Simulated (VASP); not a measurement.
# C (P6_3/mmc) in VASP: a series of runs

One crystal, C, is run at these levels: LDA; tasks: relaxation of cell and atoms.

All numbers are computed with VASP 6.6.1; they aren't measurements. Logs are shortened: lines on timing, memory, paths and dates and some standing lists are left out, and cuts for length are marked.

**1. Starting point**

Symmetry: P6_3/mmc, No. 194, hexagonal system. Conventional cell: a = 2.456 Å, b = 2.456 Å, c = 6.696 Å, α = 90.00°, β = 90.00°, γ = 120.00°. C (site symmetry -6m2) is surrounded by 3 C at 1.42 Å. Around C (site symmetry -6m2) lie 3 C at 1.42 Å.

**2. Relaxation of cell and atoms, LDA**

The input, INCAR:

```
SYSTEM = C
PREC = Accurate
ENCUT = 520
EDIFF = 1E-7
ISMEAR = 0
SIGMA = 0.02
LREAL = .False.
LASPH = .True.
NELM = 60
ALGO = Fast
ISIF = 3
LWAVE = .False.
LCHARG = .False.
IBRION = 2
NSW = 80
EDIFFG = -0.002
```

The input, KPOINTS:

```
regular mesh
0
Gamma
  15 15 6
  0 0 0
```

The input, POSCAR:

```
C
1.0
    2.4560000000      0.0000000000      0.0000000000
   -1.2280000000      2.1269583900      0.0000000000
    0.0000000000      0.0000000000      6.6960000000
C
4
Direct
    0.0000000000      0.0000000000      0.7500000000
    0.0000000000      0.0000000000      0.2500000000
    0.3333333300      0.6666666700      0.7500000000
    0.6666666700      0.3333333300      0.2500000000
```

Potentials or basis: VASP PAW LDA potentials, release 64 (C).

On the command line:

```
> cat potpaw_LDA.64/C/POTCAR > POTCAR
> mpirun -np 1 vasp_std > vasp.out
```

OUTCAR:

```text
SYSTEM = C
   PREC = Accurate
   ENCUT = 520
   EDIFF = 1E-7
   ISMEAR = 0
   LREAL = .False.
   LASPH = .True.
   NELM = 60
   ISIF = 3
   IBRION = 2
   NSW = 80
   EDIFFG = -0.002

 ion  position               nearest neighbor table
   1  0.000  0.000  0.750-   3 1.42   3 1.42   3 1.42
   2  0.000  0.000  0.250-   4 1.42   4 1.42   4 1.42
   3  0.333  0.667  0.750-   1 1.42   1 1.42   1 1.42
   4  0.667  0.333  0.250-   2 1.42   2 1.42   2 1.42

  LATTYP: Found a hexagonal cell.
 ALAT       =     2.4560000000
 C/A-ratio  =     2.7263843648

  Lattice vectors:

 A1 = (   2.4560000000,   0.0000000000,   0.0000000000)
 A2 = (  -1.2280000000,   2.1269583900,   0.0000000000)
 A3 = (   0.0000000000,   0.0000000000,   6.6960000000)

Analysis of symmetry for initial positions (statically):
=====================================================================
 Subroutine PRICEL returns:
 Original cell was already a primitive cell.

 Routine SETGRP: Setting up the symmetry group for a
 hexagonal supercell.

 Subroutine GETGRP returns: Found 24 space group operations
 (whereof 12 operations were pure point group operations)
 out of a pool of 24 trial point group operations.

The static configuration has the point symmetry D_3d.
 The point group associated with its full space group is D_6h.

Analysis of symmetry for dynamics (positions and initial velocities):
=====================================================================
 Subroutine PRICEL returns:
 Original cell was already a primitive cell.

 Routine SETGRP: Setting up the symmetry group for a
 hexagonal supercell.

 Subroutine GETGRP returns: Found 24 space group operations
 (whereof 12 operations were pure point group operations)
 out of a pool of 24 trial point group operations.

The dynamic configuration has the point symmetry D_3d.
 The point group associated with its full space group is D_6h.

 Subroutine INISYM returns: Found 24 space group operations
 (whereof 12 operations are pure point group operations),
 and found     1 'primitive' translations

----------------------------------------------------------------------------------------

                                     Primitive cell

  volume of cell :      34.9786

  direct lattice vectors                    reciprocal lattice vectors
     2.456000000  0.000000000  0.000000000     0.407166124  0.235077471  0.000000000
[... 128 lines left out ...]
   NGX =  9   NGY =  9   NGZ = 25

--------------------------------------- Ionic step        1  -------------------------------------------

 number of electron      15.9999993 magnetization

 Free energy of the ion-electron system (eV)
  ---------------------------------------------------
  ext. energy  EPLUGINS =         0.00000000
  ---------------------------------------------------
  free energy    TOTEN  =       -40.44138538 eV

  energy without entropy =      -40.44121878  energy(sigma->0) =      -40.44130208

------------------------ aborting loop because EDIFF is reached ----------------------------------------

  FORCE on cell =-STRESS in cart. coord.  units (eV):
  Direction    XX          YY          ZZ          XY          YZ          ZX
  --------------------------------------------------------------------------------------
  -------------------------------------------------------------------------------------
  Total       -0.9717759     -0.9717759     -0.0685223      0.0000000     -0.0000000      0.0000000
  in kB      -44.5116701    -44.5116701     -3.1386272      0.0000000     -0.0000000      0.0000000
  external PRESSURE =     -30.7206558 kB  Pullay stress =       0.0000000 kB
[... 95 lines left out ...]
  FREE ENERGIE OF THE ION-ELECTRON SYSTEM (eV)
  ---------------------------------------------------
  free  energy   TOTEN  =       -40.4448353013 eV

  energy  without entropy=      -40.4446678689  energy(sigma->0) =      -40.44475159

[... ionic steps 4 to 11 ...]

--------------------------------------- Ionic step       12  -------------------------------------------

 number of electron      15.9999994 magnetization

------------------------ aborting loop because EDIFF is reached ----------------------------------------
[... 71 lines left out ...]
--------------------------------------- Ionic step       14  -------------------------------------------

 number of electron      15.9999994 magnetization

 Free energy of the ion-electron system (eV)
  ---------------------------------------------------
  ext. energy  EPLUGINS =         0.00000000
  ---------------------------------------------------
  free energy    TOTEN  =       -40.44532387 eV

  energy without entropy =      -40.44517039  energy(sigma->0) =      -40.44524713

 E-fermi :   4.8002     XC(G=0): -10.8925

 val. band max:        4.7978955233   @ k =   0.3333   0.3333   0.5000
 cond. band min:       4.8115974225   @ k =   0.3333   0.3333   0.3333
 fundamental gap:      0.0137018992
 Fermi energy:         4.8001590801

 k-point     1 :       0.0000    0.0000    0.0000
  band No.  band energies     occupation
      1     -14.8054      2.00000
      2     -14.4502      2.00000
      3      -3.9782      2.00000
      4      -1.7809      2.00000
      5       1.8197      2.00000
      6       1.8197      2.00000
      7       1.8405      2.00000
      8       1.8405      2.00000
      9       8.7503      0.00000
     10      13.2355      0.00000
     11      13.2355      0.00000
     12      13.2947      0.00000
[... 331 lines left out ...]
 k-point    24 :       0.4000    0.2000    0.0000
  band No.  band energies     occupation
      1      -8.7265      2.00000
      2      -8.6040      2.00000
      3      -7.8696      2.00000
      4      -7.7879      2.00000
      5      -4.1066      2.00000
      6      -3.9840      2.00000
      7       2.8258      2.00000
      8       3.5569      2.00000
      9       6.1735      0.00000
     10       6.3328      0.00000
     11      15.5072      0.00000
     12      16.3012      0.00000

 [... further k-points ...]

------------------------ aborting loop because EDIFF is reached ----------------------------------------

  FORCE on cell =-STRESS in cart. coord.  units (eV):
  Direction    XX          YY          ZZ          XY          YZ          ZX
  --------------------------------------------------------------------------------------
  -------------------------------------------------------------------------------------
  Total        0.0000531      0.0000531     -0.0006754      0.0000000     -0.0000000      0.0000000
  in kB        0.0024782      0.0024782     -0.0315473      0.0000000     -0.0000000      0.0000000
  external PRESSURE =      -0.0088636 kB  Pullay stress =       0.0000000 kB
[... 19 lines left out ...]
  FREE ENERGIE OF THE ION-ELECTRON SYSTEM (eV)
  ---------------------------------------------------
  free  energy   TOTEN  =       -40.4453238657 eV

  energy  without entropy=      -40.4451703932  energy(sigma->0) =      -40.44524713

 reached required accuracy - stopping structural energy minimisation
```

Run time: 3 min. Hardware: 1 thread of Intel Xeon Platinum 8488C (Sapphire Rapids), shared host; peak memory 0.16 GiB.

What came out:

```
Free energy                            : -40.4453 eV
Relaxed volume                         : 8.58 Å³/atom
Relaxed cell                           : a = 2.447 Å, b = 2.447 Å, c = 6.613 Å, α = 90.00°, β = 90.00°, γ = 120.00°
Space group after relaxing (to 0.05 Å) : P6_3/mmc (No. 194)
Energy gained by relaxing              : 1.0 meV/atom
Ionic steps                            : 14
Pressure after relaxing                : 0.0 GPa
Band gap on the k mesh                 : none (metal or under the smearing width)
```

The path:
```
step  energy change (eV)  largest force (eV/Å)  pressure (GPa)  volume (Å³)
   1              0.0000                0.0000           -3.07        34.98
   2              0.0158                0.0000            7.21        34.14
   3             -0.0034                0.0000           -0.14        34.73
   4             -0.0034                0.0000           -0.08        34.72
   5             -0.0035                0.0000           -0.07        34.69
   6             -0.0037                0.0000           -0.05        34.61
   7             -0.0039                0.0000            0.01        34.44
   8             -0.0038                0.0000            0.14        34.10
   9             -0.0039                0.0000            0.09        34.28
  10             -0.0039                0.0000            0.07        34.32
  11             -0.0039                0.0000            0.06        34.31
  12             -0.0039                0.0000            0.06        34.30
  13             -0.0038                0.0000           -0.69        34.35
  14             -0.0039                0.0000            0.00        34.30
```

Final structure:
```
C
1.0
     2.44728    0.00000    0.00000
    -1.22364    2.11941    0.00000
     0.00000    0.00000    6.61299
C
4
Cartesian
  0.0000 0.0000 4.9597
  0.0000 0.0000 1.6532
  0.0000 1.4129 4.9597
  1.2236 0.7065 1.6532
```

Levels at points of the mesh, in eV from the Fermi level:
| k point | band 5 | band 6 | band 7 | band 8 | band 9 | band 10 | band 11 | band 12 |
| --- | --- | --- | --- | --- | --- | --- | --- | --- |
| (0.00, 0.00, 0.00) | -2.98 | -2.98 | -2.96 | -2.96 | 3.95 | 8.44 | 8.44 | 8.49 |
| (0.00, 0.00, 0.50) | -2.97 | -2.97 | -2.97 | -2.97 | 6.73 | 6.73 | 8.46 | 8.46 |

LDA usually gives volumes a few per cent too small. Zero-point motion and thermal expansion aren't in these numbers.

**3. Relaxation of cell and atoms, LDA**

This run uses another cell than the first one, of 8.58 Å³/atom, 0.981 times its volume.

INCAR is that of step 2.

KPOINTS is that of step 2.

The input, POSCAR:

```
C                                       
1.0
    2.4472826901     -0.0000000000      0.0000000000
   -1.2236413450      2.1194089782     -0.0000000000
    0.0000000000     -0.0000000000      6.6129864907
  C             
     4
Direct
     0.0000000000000000    0.0000000000000000    0.7500000000000000
     0.0000000000000000    0.0000000000000000    0.2500000000000000
     0.3333333300000021    0.6666666699999979    0.7500000000000000
     0.6666666699999979    0.3333333300000021    0.2500000000000000
```

Potentials or basis: VASP PAW LDA potentials, release 64 (C).

On the command line:

```
> cat potpaw_LDA.64/C/POTCAR > POTCAR
> mpirun -np 1 vasp_std > vasp.out
```

Wall time 42 s (1 thread of Intel Xeon Platinum 8488C (Sapphire Rapids), shared host); peak memory 0.14 GiB.

Results (log left out):

* Free energy: -40.4446 eV
* Pressure after relaxing: 0.0 GPa
* Band gap on the k mesh: none (metal or under the smearing width)

Final structure:
```
C
1.0
     2.44728    0.00000    0.00000
    -1.22364    2.11941    0.00000
     0.00000    0.00000    6.61299
C
4
Direct
  0.00000 0.00000 0.75000
  0.00000 0.00000 0.25000
  0.33333 0.66667 0.75000
  0.66667 0.33333 0.25000
```

Levels at points of the mesh, in eV from the Fermi level:
```csv
k point,band 4,band 5,band 6,band 7,band 8,band 9,band 10,band 11,band 12
"(0.00, 0.00, 0.00)",-6.58,-2.98,-2.98,-2.96,-2.96,3.95,8.44,8.46,8.50
```

Caveat: the relaxation stopped at its first step, so nothing moved.
